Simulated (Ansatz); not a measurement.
Data:

Starting cell, CsI (CsCl type):

```
CsI
1.0
    9.33383     0.00000     0.00000
    0.00000     4.66692     0.00000
    0.00000     0.00000     4.66692
Cs I
2 2
Direct
  0.00000   0.00000   0.00000
  0.50000   0.00000   0.00000
  0.25000   0.50000   0.50000
  0.75000   0.50000   0.50000
```

A phonon eigenvector at X = (0.5, 0.0, 0.0) is frozen into this cell: atom i moves by Q times the vector below, so Q is the largest atomic displacement, in Å. The cell is held. It is one choice among 2 degenerate patterns. (q is in reciprocal vectors of the primitive cell; the cell shown is doubled to hold the pattern.)

| atom | x | y | z |
|---|---|---|---|
| Cs1 | 0.000 | 0.000 | 1.000 |
| Cs2 | 0.000 | 0.000 | -1.000 |

Atoms not listed stay in place.

Method: PBE (plane waves to 420 eV, PAW, scalar-relativistic; Ansatz, an electronic-structure program). k mesh 4×7×7 (Γ-centred), Fermi-Dirac smearing 0.05 eV. The energy includes the smearing's −TS. CsI was relaxed with its symmetry unable to fall. Spin-orbit coupling is left out, though I is heavy. ΔE is measured from the undisplaced structure.

The scan covers Q from -0.180 to 0.180 Å in 13 points.

Which space group does the distorted structure have?

Pmma (No. 51), lowered from Pm-3m.

What is the energy change at Q = 0.180 Å?

14.5 meV/cell.

What harmonic wavenumber does the curvature at Q = 0 give?

30 cm⁻¹.

(A displaced cell: forces are minus the slopes of the energy, force constants its curvatures, and phonons follow from these.)
